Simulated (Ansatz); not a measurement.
## LiCl: a prediction, then the measurements

Method: DFT PBE, scalar-relativistic, plane waves, PAW in Ansatz 0.2.0.

Plane waves to 420 eV, a k mesh through Γ of 8×8×8 on the computed 2-atom cell and Gaussian smearing (0.02 eV); no spin polarisation.

Relaxed structure:

Space group Fm-3m (No. 225). a = 5.150 Å, b = 5.150 Å, c = 5.150 Å, α = 90.00°, β = 90.00°, γ = 90.00°
```tsv
atom	site	symmetry	x	y	z
Li	4b	m-3m	0.5000	0.0000	0.0000
Cl	4a	m-3m	0.0000	0.0000	0.0000
```

```json
{
 "Space group": "Fm-3m (No. 225)",
 "Volume per atom": "17.08 Å³",
 "Formation energy from the elements' standard states (uncorrected)": "-1.852 eV/atom",
 "Kohn–Sham band gap": "6.26 eV, indirect from (-0.073, 0.000, 0.073) to Γ",
 "Orbital (Löwdin) character of the top 1 eV of the valence band": "Cl 3p 98 %",
 "Electron masses at the edge by direction of the standard setting (m_e; one valley, along these axes only; no spin-orbit coupling)": "x: 0.47; y: 0.47; z: 0.47",
 "Hole masses at the edge by direction of the standard setting (m_e; one valley, along these axes only; no spin-orbit coupling)": "x: 1.2; y: 2.1; z: 1.2",
 "Bader charge by site (e)": "Li (1 in the cell) 0.90, Cl (1 in the cell) -0.90"
}
```

**Against measurements.**

Measured lattice constant a of LiCl: 5.13988 Å (298.15 K; a printed reference work (data compilation)). This calculation gives 5.150 Å (+0.2 %). The calculation is for 0 K without zero-point motion. A measured band gap of LiCl is 9.4 eV (a printed reference work (monograph)); the calculated 6.26 eV falls short of it by 3.14 eV. Kohn–Sham gaps of semilocal functionals fall short of measured ones as a rule.

Another cell of LiCl relaxed alike, in P3m1, lies 23 meV/atom lower, so this cell isn't the stable form at this level.

The cell was reached from a generator's guess, though it ends in a space group that the Crystallography Open Database lists for this formula.
